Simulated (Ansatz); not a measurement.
# HfC (Fm-3m) in Ansatz: settings compared

Aim: see how the results for HfC move with the level of theory and the settings. Levels: LDA, PBE, PBEsol. Tasks: projected density of states.

Everything below comes from runs of Ansatz 0.2.0. Logs are shortened: lines on timing, memory, paths and dates and some standing lists are left out, and cuts for length are marked.

**1. The crystal as given**

Symmetry: Fm-3m, No. 225, cubic system. Conventional cell: a = 4.650 Å, b = 4.650 Å, c = 4.650 Å, α = 90.00°, β = 90.00°, γ = 90.00°. Hf (site symmetry m-3m) is surrounded by 6 C at 2.33 Å. C (site symmetry m-3m) is surrounded by 6 Hf at 2.33 Å.

**2. Projected density of states, LDA**

The input, input.yaml:

```yaml
crystal:
  lattice:
    - [0.0, 2.325, 2.325]
    - [2.325, 0.0, 2.325]
    - [2.325, 2.325, 0.0]
  atoms:
    - { symbol: Hf, position: [0.5, 0.5, 0.5] }
    - { symbol: C, position: [0.0, 0.0, 0.0] }
hamiltonian:
  xc: lda
  pseudopotentials: { kind: paw }
kpoints:
  mp_grid: { grid: [6, 6, 6] }
scf:
  occupations: { method: fermi_dirac, width: 0.05 }
  n_extra_bands: 6
output:
  forces: true
  stress: true
  eigenvalues: true
  dos: { projected: true, de: 0.05, nscf_kmesh: { grid: [9, 9, 9] } }
  write_density: true
  write_potential: true
  elf: true
  volumetric_format: npy
```

Potentials or basis: Ansatz PAW.

Launch:

```console
$ ansatz run input.yaml --threads 2 --pin off --max-ram 5632MiB --backend cpu --events-out ev --progress --plain --runs-dir out
```

What it wrote:

```text
Warning: RAYON_NUM_THREADS=2 ignored (pool sized by the plan → 2); use --threads N
scf.n_extra_bands = 6 over 15 filled bands (N_el = 30.0): the run solves 21 bands
Engine: ansatz 0.2.0, aarch64-unknown-linux-gnu
Pseudopotentials: kind: paw
Pseudopotential: Hf, paw, valence charge 26, recommended cutoff 420 eV (normal), Hf.paw.azcp
Pseudopotential: C, paw, valence charge 4, recommended cutoff 420 eV (normal), C.paw.azcp
Functional definition: SPW92
  exchange = slater_x
  correlation = pw_c
Crystal: 2 atoms, lattice volume = 25.136 Å³
Basis set: ecut = 420 eV, 531 PW (Γ)
Bands: 21, of which v1, the nominal top of the filled ones, is band 15 counted from 1 (14 counted from 0)
Symmetry: 48 space group operations
Space group: Fm-3m (ITA 225), of the structure as read, at distance tolerance 2.9e-5 Å
k-points: 16 of 216
Non-local potential: Hf, projectors of the file, l = 0: 3, l = 1: 2, l = 2: 2, l = 3: 3
Non-local potential: C, projectors of the file, l = 0: 2, l = 1: 2, l = 2: 1
PAW form: soft (Blöchl's): semilocal exchange-correlation on the pseudo side does not see the compensation charge
PAW frozen core: Hf, regenerated for the run's functional, and the local potential with it (the file was generated under x = pbe(κ = 0.804, μ = 0.2195149727645171), c = pbe(β = 0.06672455060314922))
PAW frozen core: C, regenerated for the run's functional, and the local potential with it (the file was generated under x = pbe(κ = 0.804, μ = 0.2195149727645171), c = pbe(β = 0.06672455060314922))
PAW one-centre angular grid: Hf, 590 points (default); XC on 64 Gauss nodes
PAW one-centre angular grid: C, 110 points (default); XC on 64 Gauss nodes
Initial density: superposition of atomic densities (neutral atoms: chi_scale 0, normalization atom), corrected by the library's trained network
Initial wavefunctions: pseudopotential atomic-orbital guess
Functional: x = slater, c = lda
SCF iter   1: F=—  HF=-15721.821719 eV  |F-HF|=—  |Δ(HF+E_count)|=         —  Δρ=7.44e-3  dr2=1.58e-2  ethr=1.77e-3  ⟨swp⟩=5.2  Hψ=1386  notcnv=0  defer=2
preconditioner: auto → none  [insulator: Δε(μ)=0.211 eV  Ē_g=19.781 eV  σ=0.050 eV  W_gap=0.77  n_scr=14 (ndim 8)  ℏωp=39.2 eV  f_vac=0.000  D(μ)=0.34/eV (n_scr^D=0)  ε∞_Penn≈4.9]
SCF iter   2: F=—  HF=-15721.818597 eV  |F-HF|=—  |Δ(HF+E_count)|=   3.12e-3  Δρ=3.67e-3  dr2=3.57e-3  ethr=5.27e-5  ⟨swp⟩=1.4  Hψ=504  notcnv=0  defer=7
SCF iter   3: F=—  HF=-15721.817975 eV  |F-HF|=—  |Δ(HF+E_count)|=   6.21e-4  Δρ=8.13e-4  dr2=1.80e-4  ethr=1.19e-5  ⟨swp⟩=2.0  Hψ=477  notcnv=0  defer=7
SCF iter   4: F=—  HF=-15721.817701 eV  |F-HF|=—  |Δ(HF+E_count)|=   2.74e-4  Δρ=2.02e-4  dr2=7.73e-6  ethr=6.00e-7  ⟨swp⟩=2.3  Hψ=570  notcnv=0  defer=7
SCF iter   5: F=—  HF=-15721.817707 eV  |F-HF|=—  |Δ(HF+E_count)|=   5.85e-6  Δρ=5.02e-5  dr2=2.46e-7  ethr=2.58e-8  ⟨swp⟩=2.3  Hψ=587  notcnv=0  defer=7
SCF iter   6: F=-15721.817707 eV  HF=-15721.817707 eV  |F-HF|=8.40e-9  |Δ(HF+E_count)|=   2.25e-7  Δρ=5.59e-6  dr2=3.36e-9  ethr=3.33e-10  ⟨swp⟩=14.7  Hψ=3132  notcnv=0
SCF 1 converged in 6 iterations: F = -15721.817707 eV  dr2 = 3.36e-9
  Residual-converged pass: ⟨swp⟩=1.0  Hψ=400  notcnv=0  max |occ|·‖R‖ = 6.8e-9 eV (tolerance 1.0e-8 eV)  dr2=3.36e-9  dr2_onsite=1.16e-8  max |Δocc| = 1.4e-12
NSCF: frozen V_eff on 35 k-points
SCF converged after 6 iterations
Free energy (F): -15721.817707 eV
Harris-Foulkes:  -15721.817707 eV  (|F-HF|=8.40e-9)
Internal energy: -15721.814238 eV  (E = F + TS)
E sigma→0 (E₀):  -15721.815973 eV
Entropy (-TS):   -0.003469 eV (-1.735 meV/atom)
Fermi energy:    19.680073 eV
--- Per-component energies (eV) ---
  E_band       = 101.502719
  E_kinetic    = 511.456269
  E_local      = -5003.440569  (includes V_loc(G=0)·N_el)
  E_nonlocal   = -1204.553827
  E_hartree    = 2358.642316
  E_xc         = -345.850151
  E_vxc        = -326.731756  (∫ρ·V_xc dr)
  E_paw        = -6777.147887  (= ΣΔE_a)
  E_vpaw       = 1407.489939  (= ΣTr[D̂ρ^β])
  E_aug_tail   = 0.000007  (compensation charges beyond the density's cutoff)
  E_ewald      = -5263.440471
  E_core_change = 2.520075  (= ΣΔE_core)
  E_smearing   = -0.003469  (= −TS)
  E_closure    = -0.000000  (closes the sum)
  Σ components = -15721.817707   (vs F -15721.817707, Δ=0.00e0)
--- Forces (eV/Å), atoms counted from 1 ---
  atom   1  Hf     0.00000000    -0.00000000     0.00000000
  atom   2  C     -0.00000000     0.00000000     0.00000000
  max |Σ_I F_I| component: 8.68e-29 eV/Å
--- Stress (GPa, compression-positive) ---
      -11.795530      -0.000000       0.000000
       -0.000000     -11.795530      -0.000000
        0.000000       0.000000     -11.795530
  P = ⅓ Tr σ = -11.7955 GPa (-117.955 kbar)
--- Band table (eV; the first three rows and the last of 16) ---
  k-point 0: bands = ["-41.3239", "-9.7819", "-9.7819", "-9.7819", "7.5997", "8.6562", "8.6671", "8.6671", "8.6671", "8.7469", "8.7469", "8.7469", "20.8597", "20.8597", "20.8597", "21.0524", "21.0524", "21.0524", "23.0725", "23.0725", "26.6572"]
  k-point 1: bands = ["-41.3138", "-9.9610", "-9.7994", "-9.7994", "8.2254", "8.6660", "8.6822", "8.6822", "8.7169", "8.7331", "8.7331", "8.7475", "18.2674", "18.9577", "18.9577", "21.9233", "21.9233", "22.2792", "25.4940", "25.4940", "27.9188"]
  k-point 2: bands = ["-41.2934", "-10.3009", "-9.8342", "-9.8342", "8.5758", "8.6888", "8.7001", "8.7001", "8.7220", "8.7220", "8.7487", "10.0538", "15.4284", "17.3340", "17.3340", "23.4474", "23.6702", "23.6702", "28.7472", "28.9379", "28.9379"]
  k-point 15: bands = ["-41.2696", "-10.2919", "-10.1096", "-10.0255", "8.6699", "8.6913", "8.6939", "8.6942", "8.7147", "8.7226", "8.7227", "10.1253", "17.0969", "17.2514", "17.4258", "21.7675", "24.9339", "26.3735", "26.4380", "28.1973", "31.2210"]
```

Wall time 1.4 s (2 threads of Arm Neoverse V1, shared host); peak memory 0.28 GiB.

Results:

* Free energy: -15721.8177 eV
* Pressure: -11.8 GPa
* Band gap on the k mesh: none (metal or under the smearing width)
* Density of states at the Fermi level: 0.17 states/eV per cell

States per cell in windows of 1 eV (zero at the Fermi level; states under -8 eV left out):
| from (eV) | total | Hf 5d | C 2p | Hf 6s | C 2s | Hf 5p | Hf 4f |
| --- | --- | --- | --- | --- | --- | --- | --- |
| -8.0 | 0.00 | 0.00 | 0.00 | 0.00 | 0.00 | 0.00 | 0.00 |
| -7.0 | 0.00 | 0.00 | 0.00 | 0.00 | 0.00 | 0.00 | 0.00 |
| -6.0 | 0.24 | 0.09 | 0.11 | 0.02 | 0.01 | 0.00 | 0.00 |
| -5.0 | 0.82 | 0.29 | 0.41 | 0.07 | 0.03 | 0.01 | 0.00 |
| -4.0 | 0.71 | 0.21 | 0.40 | 0.05 | 0.02 | 0.02 | 0.00 |
| -3.0 | 2.82 | 1.19 | 1.51 | 0.01 | 0.03 | 0.05 | 0.00 |
| -2.0 | 1.05 | 0.43 | 0.57 | 0.00 | 0.01 | 0.01 | 0.00 |
| -1.0 | 0.35 | 0.12 | 0.23 | 0.00 | 0.00 | 0.00 | 0.00 |
| 0.0 | 0.29 | 0.13 | 0.15 | 0.00 | 0.00 | 0.00 | 0.00 |
| 1.0 | 0.54 | 0.36 | 0.15 | 0.01 | 0.01 | 0.00 | 0.00 |
| 2.0 | 0.73 | 0.51 | 0.17 | 0.01 | 0.01 | 0.00 | 0.00 |
| 3.0 | 0.85 | 0.64 | 0.14 | 0.02 | 0.02 | 0.00 | 0.00 |
| 4.0 | 1.41 | 1.12 | 0.20 | 0.03 | 0.02 | 0.00 | 0.00 |
| 5.0 | 1.90 | 1.50 | 0.29 | 0.06 | 0.03 | 0.00 | 0.00 |
| 6.0 | 1.28 | 0.98 | 0.18 | 0.04 | 0.05 | 0.00 | 0.00 |
| 7.0 | 1.00 | 0.46 | 0.17 | 0.12 | 0.13 | 0.00 | 0.00 |

Caveat: the k mesh is coarse (spacing up to 0.39 Å⁻¹), so the values aren't converged; the PAW data sets come from PBE, with cores solved anew for the run's functional, which leaves a small shift of forces and pressure.

**3. Projected density of states, PBE**

Edit input.yaml of step 2 so:

```diff
@@ -9,3 +9,3 @@
 hamiltonian:
-  xc: lda
+  xc: pbe
   pseudopotentials: { kind: paw }
@@ -21,5 +21 @@
   dos: { projected: true, de: 0.05, nscf_kmesh: { grid: [9, 9, 9] } }
-  write_density: true
-  write_potential: true
-  elf: true
-  volumetric_format: npy
```

Potentials or basis: Ansatz PAW.

Launch:

```console
$ ansatz run input.yaml --threads 2 --pin off --max-ram 5632MiB --backend cpu --events-out ev --progress --plain --runs-dir out
```

It took 1.3 s on 2 threads of Arm Neoverse V1, shared host; peak memory 0.27 GiB.

Results (log left out):

- Free energy: -15974.1301 eV
- Pressure: 0.3 GPa
- Band gap on the k mesh: none (metal or under the smearing width)
- Density of states at the Fermi level: 0.17 states/eV per cell

Levels at points of the mesh, in eV from the Fermi level:
| k point | band 13 | band 14 | band 15 | band 16 | band 17 | band 18 |
| --- | --- | --- | --- | --- | --- | --- |
| (0.00, 0.00, 0.00) | 1.17 | 1.17 | 1.17 | 1.48 | 1.48 | 1.48 |
| (0.00, 0.00, -0.50) | -6.04 | -2.89 | -2.89 | 5.40 | 5.40 | 5.86 |
| (0.00, -0.50, -0.50) | -2.50 | -1.68 | 0.05 | 0.05 | 5.40 | 6.82 |

States per cell in windows of 0.5 eV (zero at the Fermi level; states under -8 eV left out):
| from (eV) | total | Hf 5d | C 2p | Hf 6s | C 2s | Hf 5p | Hf 4f |
| --- | --- | --- | --- | --- | --- | --- | --- |
| -8.0 | 0.00 | 0.00 | 0.00 | 0.00 | 0.00 | 0.00 | 0.00 |
| -7.5 | 0.00 | 0.00 | 0.00 | 0.00 | 0.00 | 0.00 | 0.00 |
| -7.0 | 0.00 | 0.00 | 0.00 | 0.00 | 0.00 | 0.00 | 0.00 |
| -6.5 | 0.00 | 0.00 | 0.00 | 0.00 | 0.00 | 0.00 | 0.00 |
| -6.0 | 0.05 | 0.02 | 0.02 | 0.01 | 0.00 | 0.00 | 0.00 |
| -5.5 | 0.16 | 0.06 | 0.07 | 0.01 | 0.01 | 0.00 | 0.00 |
| -5.0 | 0.35 | 0.13 | 0.17 | 0.03 | 0.01 | 0.00 | 0.00 |
| -4.5 | 0.45 | 0.15 | 0.23 | 0.04 | 0.02 | 0.01 | 0.00 |
| -4.0 | 0.45 | 0.14 | 0.25 | 0.04 | 0.01 | 0.01 | 0.00 |
| -3.5 | 0.29 | 0.08 | 0.17 | 0.02 | 0.01 | 0.01 | 0.00 |
| -3.0 | 1.34 | 0.52 | 0.75 | 0.01 | 0.02 | 0.03 | 0.00 |
| -2.5 | 1.36 | 0.60 | 0.71 | 0.00 | 0.01 | 0.02 | 0.00 |
| -2.0 | 0.73 | 0.32 | 0.38 | 0.00 | 0.01 | 0.01 | 0.00 |
| -1.5 | 0.41 | 0.16 | 0.24 | 0.00 | 0.00 | 0.00 | 0.00 |
| -1.0 | 0.27 | 0.09 | 0.17 | 0.00 | 0.00 | 0.00 | 0.00 |
| -0.5 | 0.12 | 0.04 | 0.08 | 0.00 | 0.00 | 0.00 | 0.00 |
| 0.0 | 0.12 | 0.04 | 0.07 | 0.00 | 0.00 | 0.00 | 0.00 |
| 0.5 | 0.15 | 0.08 | 0.07 | 0.00 | 0.00 | 0.00 | 0.00 |
| 1.0 | 0.22 | 0.14 | 0.07 | 0.00 | 0.00 | 0.00 | 0.00 |
| 1.5 | 0.28 | 0.20 | 0.07 | 0.00 | 0.00 | 0.00 | 0.00 |
| 2.0 | 0.31 | 0.22 | 0.07 | 0.00 | 0.01 | 0.00 | 0.00 |
| 2.5 | 0.37 | 0.26 | 0.09 | 0.01 | 0.01 | 0.00 | 0.00 |
| 3.0 | 0.50 | 0.36 | 0.10 | 0.01 | 0.01 | 0.00 | 0.00 |
| 3.5 | 0.37 | 0.29 | 0.05 | 0.01 | 0.01 | 0.00 | 0.00 |
| 4.0 | 0.45 | 0.35 | 0.06 | 0.01 | 0.01 | 0.00 | 0.00 |
| 4.5 | 0.76 | 0.60 | 0.11 | 0.02 | 0.01 | 0.00 | 0.00 |
| 5.0 | 0.96 | 0.77 | 0.13 | 0.02 | 0.01 | 0.00 | 0.00 |
| 5.5 | 0.99 | 0.78 | 0.15 | 0.03 | 0.01 | 0.00 | 0.00 |
| 6.0 | 0.87 | 0.69 | 0.12 | 0.02 | 0.02 | 0.00 | 0.00 |
| 6.5 | 0.56 | 0.42 | 0.07 | 0.02 | 0.03 | 0.00 | 0.00 |
| 7.0 | 0.48 | 0.27 | 0.08 | 0.05 | 0.05 | 0.00 | 0.00 |
| 7.5 | 0.54 | 0.23 | 0.09 | 0.06 | 0.07 | 0.00 | 0.00 |

Caveat: the k mesh is coarse (spacing up to 0.39 Å⁻¹), so the values aren't converged. Spin-orbit coupling is left out, which matters for the levels of Hf.

**4. Projected density of states, PBEsol**

Edit input.yaml of step 3 so:

```diff
@@ -9,3 +9,3 @@
 hamiltonian:
-  xc: pbe
+  xc: pbesol
   pseudopotentials: { kind: paw }
@@ -21 +21,5 @@
   dos: { projected: true, de: 0.05, nscf_kmesh: { grid: [9, 9, 9] } }
+  write_density: true
+  write_potential: true
+  elf: true
+  volumetric_format: npy
```

Launch:

```console
$ ansatz run input.yaml --threads 2 --pin off --max-ram 5632MiB --backend cpu --events-out ev --progress --plain --runs-dir out
```

Wall time 1.5 s (2 threads of Arm Neoverse V1, shared host); peak memory 0.28 GiB.

The run converged. Its results:

```
Free energy                          : -15846.6791 eV
Pressure                             : -6.4 GPa
Band gap on the k mesh               : none (metal or under the smearing width)
Density of states at the Fermi level : 0.18 states/eV per cell
```

Levels at points of the mesh, in eV from the Fermi level:
| k point | band 13 | band 14 | band 15 | band 16 | band 17 | band 18 |
| --- | --- | --- | --- | --- | --- | --- |
| (0.00, 0.00, 0.00) | 1.19 | 1.19 | 1.19 | 1.42 | 1.42 | 1.42 |
| (0.00, 0.00, -0.50) | -6.09 | -2.91 | -2.91 | 5.36 | 5.36 | 5.83 |
| (0.00, -0.50, -0.50) | -2.50 | -1.75 | 0.06 | 0.06 | 5.37 | 6.79 |

States per cell in windows of 1 eV (zero at the Fermi level; states under -8 eV left out):
```
from (eV)  total  Hf 5d  C 2p  Hf 6s  C 2s  Hf 5p  Hf 4f
     -8.0   0.00   0.00  0.00   0.00  0.00   0.00   0.00
     -7.0   0.00   0.00  0.00   0.00  0.00   0.00   0.00
     -6.0   0.28   0.11  0.12   0.03  0.01   0.00   0.00
     -5.0   0.84   0.29  0.42   0.07  0.03   0.01   0.00
     -4.0   0.68   0.20  0.39   0.05  0.02   0.02   0.00
     -3.0   2.86   1.21  1.52   0.01  0.03   0.05   0.01
     -2.0   1.00   0.41  0.56   0.00  0.01   0.01   0.00
     -1.0   0.34   0.11  0.22   0.00  0.00   0.00   0.00
      0.0   0.29   0.14  0.15   0.00  0.00   0.00   0.00
      1.0   0.53   0.36  0.15   0.01  0.01   0.00   0.00
      2.0   0.72   0.51  0.17   0.01  0.01   0.00   0.00
      3.0   0.84   0.63  0.14   0.02  0.02   0.00   0.00
      4.0   1.34   1.06  0.19   0.03  0.02   0.00   0.00
      5.0   1.92   1.52  0.28   0.06  0.03   0.00   0.00
      6.0   1.32   1.01  0.18   0.04  0.05   0.00   0.00
      7.0   1.05   0.48  0.18   0.12  0.13   0.00   0.00
```

Caveat: the k mesh is coarse (spacing up to 0.39 Å⁻¹), so the values aren't converged; the PAW data sets come from PBE, with cores solved anew for the run's functional, which leaves a small shift of forces and pressure. Spin-orbit coupling is left out, which matters for the levels of Hf.

**5. Overview**

| level | gap on the mesh (eV) | pressure (GPa) |
| --- | --- | --- |
| LDA | none | -11.8 |
| PBE | none | 0.3 |
| PBEsol | none | -6.4 |

Alike in all rows: task projected density of states; potentials or basis Ansatz PAW; no spin polarisation; cell as given; k mesh 6 × 6 × 6; cutoff (eV) 420; smearing fermi-dirac 0.05 eV; the mesh is coarse, so values aren't converged.

Caveats: all runs use coarse meshes; the PAW data sets come from PBE, with cores solved anew for the run's functional, which leaves a small shift of forces and pressure (some runs).

Absolute energies hang on the potentials; compare differences alone.
